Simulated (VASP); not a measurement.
Runs of VASP 6.6.1 on GaN. All rows change the cell; the cell of one of them follows. Symmetry: I-4m2, No. 119, tetragonal system. The conventional cell has a = 3.108 Å, b = 3.108 Å, c = 4.604 Å, α = 90.00°, β = 90.00°, γ = 90.00°. Ga (site symmetry -4m2) has 4 N at 1.93 Å as nearest neighbours. Around N (site symmetry -4m2) lie 4 Ga at 1.93 Å. The cell was built by a generator and needn't be a form met in nature.

| level | cell | k mesh | smearing | exchange at q = 0 | grid for exact exchange (PRECFOCK) | screening parameter | gap on the mesh (eV) | pressure (GPa) |
| --- | --- | --- | --- | --- | --- | --- | --- | --- |
| r2SCAN | epitaxial_xy strain -2.3% | 10 × 10 × 10 | gaussian 0.01 eV | - | - | - | 2.22 | 5.7 |
| HSE06 | uniaxial_x strain +1.2% | 6 × 6 × 6 | gaussian 0.01 eV | truncated | Normal | 0.2079 1/A | (b) | -2.5 |
| PBE | epitaxial_xy strain -2.3% | 10 × 10 × 10 | fermi-dirac 0.02 eV | - | - | - | 1.82 | 10.8 |
| HSE06 | epitaxial_xy strain -2.3% | 6 × 6 × 6 | gaussian 0.01 eV | truncated | Normal | 0.2079 1/A | 3.11 | (a) |

Alike in all rows: task single point; potentials or basis VASP PAW PBE potentials, release 64 (Ga_d, N); no spin polarisation; cutoff (eV) 520.

Task: Estimate the missing entries.

Result: (a) 4.4; (b) 2.91.

Caveats: the PAW data sets were made with another functional, which shifts forces and pressure a little (some runs).

A k mesh can miss the band edges, and the runs leave out spin-orbit coupling on Ga.
